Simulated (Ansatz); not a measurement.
## Two Ansatz runs on MoS$_{2}$

The cell was built from the CdI2 type and relaxed in the same program, and has space group P-3m1; it needn't be a known or the stable phase.

First run: DFT, PBE, PAW with Ansatz's default frozen-core files, scalar-relativistic (Ansatz 0.2.0).

Command: `ansatz run input.yaml --threads 1 --pin off --max-ram 3072MiB --backend cpu --events-out ev --progress --plain --runs-dir out` The run took 38 s on 1 thread of Intel(R) Xeon(R) Platinum 8259CL CPU @ 2.50GHz (Skylake/Cascade Lake) (shared host).

```yaml
crystal:
  lattice:
    - [3.1920441918, 0.0, 0.0]
    - [-1.5960220959, 2.7643913601, 0.0]
    - [0.0, 0.0, 6.8836512172]
  atoms:
    - { symbol: Mo, position: [0.0, 0.0, 0.0] }
    - { symbol: S, position: [0.3333333333, 0.6666666667, 0.2302442752] }
    - { symbol: S, position: [0.6666666667, 0.3333333333, 0.7697557248] }
kpoints:
  mp_grid: { grid: [11, 11, 6] }
  band_path:
    path:
      - [0.0, 0.0, 0.0]
      - [0.5, 0.0, 0.0]
      - [0.3333333333, 0.3333333333, 0.0]
      - [0.0, 0.0, 0.0]
      - [0.0, 0.0, 0.5]
      - [0.5, 0.0, 0.5]
      - [0.3333333333, 0.3333333333, 0.5]
      - [0.0, 0.0, 0.5]
      - [0.5, 0.0, 0.5]
    npoints: 14
scf:
  occupations: { method: fermi_dirac, width: 0.03 }
hamiltonian:
  xc: pbe
  pseudopotentials: { kind: paw }
output:
  forces: true
  stress: true
  eigenvalues: true
  efg: { contact_densities: true }
  populations: true
  bader: true
  dos: { projected: true, de: 0.2, e_range: [-14, 8] }
  write_density: true
  write_potential: true
  elf: true
  volumetric_format: npy
```

Result: converged; pressure 0.01 GPa; no gap on the k mesh; 6 SCF iterations.

The input is then changed:

```diff
@@ -23,8 +23,10 @@
     npoints: 14
 scf:
-  occupations: { method: fermi_dirac, width: 0.03 }
+  occupations: { method: tetrahedron }
+  algorithm: density_mixing
 hamiltonian:
   xc: pbe
   pseudopotentials: { kind: paw }
+  hubbard: { sites: [{ species: Mo, l: d, u_eff: 8.0 }], double_counting: fll }
 output:
   forces: true
@@ -33,9 +35,3 @@
   efg: { contact_densities: true }
   populations: true
-  bader: true
-  dos: { projected: true, de: 0.2, e_range: [-14, 8] }
-  write_density: true
-  write_potential: true
-  elf: true
-  volumetric_format: npy
```

(1) Predict the outcome of the changed run.

Results:

(1) It converged; pressure 0.34 GPa; largest force 0.044 eV/Å; no gap on the k mesh; 13 SCF iterations.
